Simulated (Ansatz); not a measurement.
CoO:

```xyz
2
Lattice="0.0000 2.1315 2.1315 2.1315 0.0000 2.1315 2.1315 2.1315 0.0000" Properties=species:S:1:pos:R:3 pbc="T T T"
Co    0.0000    0.0000    0.0000
O     2.1315    2.1315    2.1315
```

```yaml
Program: Ansatz 0.2.0
Task: relaxation of cell and atoms
Functional: PBEsol
Dispersion: D4
Potentials_or_basis: all-electron LAPW, scalar-relativistic
Basis_error_allowed: 0.001 eV/atom
k_mesh: 11 × 11 × 11
Occupations: fermi-dirac, width 0.05 eV
Spin: collinear spin, ferromagnetic start
Starting_moments: "[2.0, 0.0] μB"
```

At the start: volume 9.68 Å³/atom.

**Question.** How do energy, volume and symmetry change on relaxing?

**Answer.** Over 5 steps the energy falls by 29.9 meV/atom and the volume is 8.97 Å³/atom (-7.4 %); space group Fm-3m (No. 225, to 0.05 Å); moment 2.76 μB per cell.

Step by step:
```tsv
step	energy change (eV)	largest force (eV/Å)	volume (Å³)
1	0.0000	0.0000	19.37
2	-0.0444	0.0000	18.65
3	-0.0597	0.0000	17.87
4	-0.0598	0.0000	17.94
5	-0.0598	0.0000	17.94
```

Final structure:
```cif
data_structure
_symmetry_space_group_name_H-M 'P 1'
_symmetry_Int_Tables_number 1
_cell_length_a 2.9382
_cell_length_b 2.9382
_cell_length_c 2.9382
_cell_angle_alpha 60.000
_cell_angle_beta 60.000
_cell_angle_gamma 60.000
_cell_volume 17.94
loop_
_atom_site_label
_atom_site_type_symbol
_atom_site_fract_x
_atom_site_fract_y
_atom_site_fract_z
_atom_site_occupancy
Co1 Co 0.00000 0.00000 0.00000 1
O1 O 0.50000 0.50000 0.50000 1
```

Caveat: a cell with one magnetic atom can't hold antiferromagnetic order, which such compounds often take.
